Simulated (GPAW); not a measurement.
SiC (Moissanite):

```
Si C
1.0
     3.07600    0.00000    0.00000
    -1.53800    2.66389    0.00000
     0.00000    0.00000    5.04800
Si C
2 2
Direct
  0.66667 0.33333 0.50000
  0.33333 0.66667 0.00000
  0.66667 0.33333 0.88500
  0.33333 0.66667 0.38500
```

Base run:

```yaml
Program: GPAW 26.7.0
Functional: PBE
Potentials_or_basis: GPAW PAW data sets (gpaw-data 1.2.1)
Cutoff: 800 eV
Basis: pw
k_mesh: 7 × 7 × 4
Occupations: fermi-dirac, width 0.05 eV
Spin: no spin polarisation
```

Its results: pressure 5.0 GPa; largest force 0.766 eV/Å.

Problem. The run is repeated on the same cell with these changes: functional from PBE to r2SCAN; band points from 100 to 80. What comes out?

Solution. Pressure 1.3 GPa; largest force 0.771 eV/Å.

Caveats: the PAW data sets were made with another functional, which shifts forces and pressure a little (some runs).
